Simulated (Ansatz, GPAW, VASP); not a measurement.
**One calculation of Rh, 4 ways**

```
Rh
1.0
     0.00000    1.89785    1.89785
     1.89785    0.00000    1.89785
     1.89785    1.89785    0.00000
Rh
1
Direct
  0.00000 0.00000 0.00000
```

Alike in all runs: task single point; functional PBE; k mesh 12 × 12 × 12; occupations gaussian, width 0.05 eV; no spin polarisation; no spin-orbit coupling. Pressure is positive in compression and, in plane waves, holds the error of the finite cutoff, which Ansatz's Pulay term estimates and takes out.

| program and potentials | plane-wave cutoff (eV) | notes | band gap (eV) | pressure (GPa) |
| --- | --- | --- | --- | --- |
| Ansatz, Ansatz PAW | 420 | 17 valence electrons an atom on average; Pulay term of +0.12 GPa included | no gap | 7.22 |
| GPAW, GPAW PAW data sets (gpaw-data 1.2.1) | 600 | 15 valence electrons an atom on average | no gap | 9.19 |
| VASP, PBE PAW files Rh_pv, release 54, 520 eV | 520 | 15 valence electrons an atom on average | no gap | 7.26 |
| Ansatz, all-electron LAPW, scalar-relativistic | - | - | no gap | 7.18 |

None finds a gap. The pressure spans 7.18 (Ansatz, all-electron LAPW, scalar-relativistic) to 9.19 GPa (GPAW, GPAW PAW data sets (gpaw-data 1.2.1)), with all-electron results at 7.18.

The functional is the same throughout but for its coding, so the spread measures potentials, basis and numerics; runs on potential files found faulty are left out.
